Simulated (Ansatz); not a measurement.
# YH3O3: the cost of one run

Program: Ansatz 0.2.0. Level of theory: DFT, PBE, plane-wave PAW, default files, scalar-relativistic, as far as a step names no other. These are calculated values, not measurements.

### 1 Starting point

It takes space group P6_3/m (No. 176, hexagonal). Conventional cell: a = 6.261 Å, b = 6.261 Å, c = 3.544 Å, α = 90.00°, β = 90.00°, γ = 120.00°. Y (site symmetry -6) has 9 O at 2.41 to 2.44 Å as nearest neighbours. Around H (site symmetry m) lie 1 O at 0.82 Å. O (site symmetry m) is surrounded by 1 H at 0.82 Å.

Structure file:

```cif
data_structure
_symmetry_space_group_name_H-M 'P6_3/m'
_symmetry_Int_Tables_number 176
_cell_length_a 6.2610
_cell_length_b 6.2610
_cell_length_c 3.5440
_cell_angle_alpha 90.000
_cell_angle_beta 90.000
_cell_angle_gamma 120.000
_cell_volume 120.31
loop_
_atom_site_label
_atom_site_type_symbol
_atom_site_symmetry_multiplicity
_atom_site_Wyckoff_symbol
_atom_site_fract_x
_atom_site_fract_y
_atom_site_fract_z
_atom_site_occupancy
Y1 Y 2 c 0.33333 0.66667 0.25000 1
H1 H 6 h 0.28000 0.17000 0.25000 1
O1 O 6 h 0.39580 0.31160 0.25000 1
```

### 2 Gradients at the starting positions

Contents of input.yaml:

```yaml
crystal:
  lattice:
    - [6.2610021421, 0.0, 0.0]
    - [-3.130501071, 5.4221869082, 0.0]
    - [0.0, 0.0, 3.544]
  atoms:
    - { symbol: "Y", position: [0.3333333333, 0.6666666667, 0.25] }
    - { symbol: "Y", position: [0.6666666667, 0.3333333333, 0.75] }
    - { symbol: H, position: [0.28, 0.17, 0.25] }
    - { symbol: H, position: [0.11, 0.28, 0.75] }
    - { symbol: H, position: [0.83, 0.11, 0.25] }
    - { symbol: H, position: [0.72, 0.83, 0.75] }
    - { symbol: H, position: [0.89, 0.72, 0.25] }
    - { symbol: H, position: [0.17, 0.89, 0.75] }
    - { symbol: O, position: [0.3958, 0.3116, 0.25] }
    - { symbol: O, position: [0.0842, 0.3958, 0.75] }
    - { symbol: O, position: [0.6884, 0.0842, 0.25] }
    - { symbol: O, position: [0.6042, 0.6884, 0.75] }
    - { symbol: O, position: [0.9158, 0.6042, 0.25] }
    - { symbol: O, position: [0.3116, 0.9158, 0.75] }
kpoints:
  mp_grid: { grid: [5, 5, 7] }
scf:
  occupations: { method: fermi_dirac, width: 0.02 }
hamiltonian:
  xc: pbe
  pseudopotentials: { kind: paw }
output:
  forces: true
  stress: true
  populations: true
  efg:
    quadrupole_moments_barn: { H: 0.00285783, O: -0.02558 }
    contact_densities: true
  write_density: true
  write_potential: true
  elf: true
  volumetric_format: npy
```

Run with:

```bash
ansatz run input.yaml --threads 1 --pin off --max-ram 2560MiB --backend cpu --events-out ev --progress --plain --runs-dir out
```

Q: Estimate wall time and peak memory on 1 thread of Intel Xeon Platinum 8488C (Sapphire Rapids), shared host.

About 7.1 s, with a peak of 0.51 GiB.
